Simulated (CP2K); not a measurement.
HfO2:

```xyz
12
Lattice="5.1180 0.0000 0.0000 0.0000 5.1857 0.0000 -0.8587 0.0000 5.2139" Properties=species:S:1:pos:R:3 pbc="T T T"
Hf    0.8021    2.3870    3.6914
Hf    3.0279    4.9798    4.1294
Hf    3.4573    2.7987    1.5224
Hf    1.2314    0.2059    1.0845
O    -0.3473    0.8733    4.4146
O     4.1773    3.4661    3.4062
O     4.6066    4.3124    0.7993
O     0.0821    1.7196    1.8076
O     1.4549    3.8473    5.1101
O     2.3751    1.2544    2.7107
O     2.8045    1.3384    0.1038
O     1.8842    3.9313    2.5032
```

Program: CP2K 2026.2. Alike in all runs: task atomic charges; potentials or basis POTENTIAL_UZH Hf GTH-PBE-q12, O GTH-PBE-q6; DZVP-MOLOPT-PBE-GTH basis; no spin polarisation; cell as given; k mesh 4 × 4 × 4; smearing fermi-dirac 0.05 eV.

Question: Order these runs on this cell by their pressure, lowest first.
A. level PBE
B. level LDA
C. level PBEsol
D. level rev-vdW-DF2; cutoff of the non-local correlation (Ry) 300
E. level revPBE

Answer: B (-9.2 GPa), C (-5.6 GPa), D (-2.1 GPa), A (0.1 GPa), E (2.7 GPa).

Caveats: the basis of atomic orbitals isn't converged, which shifts pressures, moduli and gaps; the potentials were made for another functional, which shifts forces and pressure (some runs).
